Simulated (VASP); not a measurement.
Write the native input for VASP 6.6.1 that does the following.

| Property | Result |
| --- | --- |
| Task | relaxation of the atoms |
| Functional | PBE |
| Potentials or basis | VASP PAW PBE potentials, release 64 (C, Si) |
| Cutoff | 450 eV |
| k mesh | 2 × 2 × 2 |
| Occupations | gaussian, width 0.01 eV |
| Spin | no spin polarisation |
| Monkhorst-Pack mesh | no |
| Further INCAR settings | PREC = Normal; LREAL = Auto; ALGO = Normal; EDIFF = 1e-06; IBRION = 2; EDIFFG = -0.025; NSW = 70 |

The structure of Si15C (a cell with a defect) lies in POSCAR:

```
Si15C
1.0
   -5.4685940000      5.4685940000      0.0000000000
   -5.4685940000      0.0000000000      5.4685940000
    0.0000000000      5.4685940000      5.4685940000
C Si
1 15
Direct
    0.6250000000      0.6250000000      0.1250000000
    0.1250000000      0.6250000000      0.1250000000
    0.6250000000      0.1250000000      0.1250000000
    0.6250000000      0.6250000000      0.6250000000
    0.1250000000      0.1250000000      0.1250000000
    0.1250000000      0.6250000000      0.6250000000
    0.6250000000      0.1250000000      0.6250000000
    0.1250000000      0.1250000000      0.6250000000
    0.7500000000      0.7500000000      0.7500000000
    0.2500000000      0.7500000000      0.7500000000
    0.7500000000      0.2500000000      0.7500000000
    0.7500000000      0.7500000000      0.2500000000
    0.2500000000      0.2500000000      0.7500000000
    0.2500000000      0.7500000000      0.2500000000
    0.7500000000      0.2500000000      0.2500000000
    0.2500000000      0.2500000000      0.2500000000
```

One way to write it, as run:

INCAR

```
PREC = Normal ; ENCUT = 450
EDIFF = 1E-6 ; ISMEAR = 0
SIGMA = 0.01 ; LREAL = Auto
LASPH = T ; NELM = 80
ALGO = Normal ; ISIF = 2
LWAVE = F ; LCHARG = F
GGA = PE ; IBRION = 2
NSW = 70 ; EDIFFG = -0.025
ICORELEVEL = 1
```

KPOINTS

```
regular mesh
0
Gamma
  2 2 2
```

Potentials or basis: VASP PAW PBE potentials, release 64 (C, Si).

Command:

```bash
$ cat potpaw_PBE.64/C/POTCAR potpaw_PBE.64/Si/POTCAR > POTCAR
$ mpirun -np 1 vasp_std > vasp.out
```

It gave:

* Energy gained by relaxing: 66.2 meV/atom
* Ionic steps: 8
* Largest force after relaxing: 0.005 eV/Å
* Band gap on the k mesh: none (metal or under the smearing width)

Caveat: the k mesh is coarse (spacing up to 0.50 Å⁻¹), so the values aren't converged.

Run time: 2.8 min on 1 thread of Intel(R) Xeon(R) Platinum 8488C (Sapphire Rapids) (shared host), peak memory 0.25 GiB.
